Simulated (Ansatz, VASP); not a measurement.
**Two plane-wave programs on Hf**

```
CELL_PARAMETERS angstrom
-1.80500 1.80500 1.80500
1.80500 -1.80500 1.80500
1.80500 1.80500 -1.80500
ATOMIC_POSITIONS crystal
Hf 0.00000 0.00000 0.00000
```

This isn't the form of Hf at room conditions, which is hcp.

Alike in both runs: task single point; functional PBEsol; k mesh 8 × 8 × 8; occupations gaussian, width 0.05 eV; no spin polarisation.

|  | VASP | Ansatz |
| --- | --- | --- |
| version | VASP 6.6.1 | Ansatz 0.2.0 |
| potentials or method | VASP PAW PBE potentials, release 64 (Hf_pv) | plane waves, PAW |
| plane-wave cutoff (eV) | 520 | 420 |
| valence electrons in the cell | 10 | 26 |

|  | VASP | Ansatz | Ansatz less VASP |
| --- | --- | --- | --- |
| pressure (GPa) | -9.7 | -9.4 | +0.32 |

The two sets of potentials don't hold the same shells in valence.

Caveats: the PAW data sets were made with another functional, which shifts forces and pressure a little (VASP). Spin-orbit coupling is left out, which matters for the levels of Hf.
